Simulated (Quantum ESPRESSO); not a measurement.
The system is MgSi.

```
CELL_PARAMETERS angstrom
1.50251 -5.42602 0.00000
1.50251 5.42602 0.00000
0.00000 0.00000 4.34018
ATOMIC_POSITIONS crystal
Si 0.57064 0.42936 0.75000
Si 0.42936 0.57064 0.25000
Mg 0.16838 0.83162 0.25000
Mg 0.83162 0.16838 0.75000
```

The cell comes from a database or a generator and needn't be the stable form of this composition.

Base run:

* Program: Quantum ESPRESSO 7.5
* Functional: r2SCAN
* Potentials or basis: SG15 PBE 1.2
* Cutoff: 952 eV
* Density cutoff: 3810 eV
* k mesh: 9 × 9 × 6
* Occupations: fermi-dirac, width 0.05 eV
* Spin: no spin polarisation

Its results: band gap on the k mesh none (metal or under the smearing width); pressure -0.1 GPa; largest force 0.198 eV/Å.

Question: The run is repeated on the same cell with these changes: functional from r2SCAN to LDA; potentials or basis from SG15 PBE 1.2 to GBRV 1.5 LDA; cutoff from 952 eV to 612 eV; density cutoff from 3810 eV to 4898 eV. What comes out?

Answer: Band gap on the k mesh none (metal or under the smearing width); pressure -3.2 GPa; largest force 0.162 eV/Å.

Caveats: the potentials were made for another functional, which shifts forces and pressure (some runs).
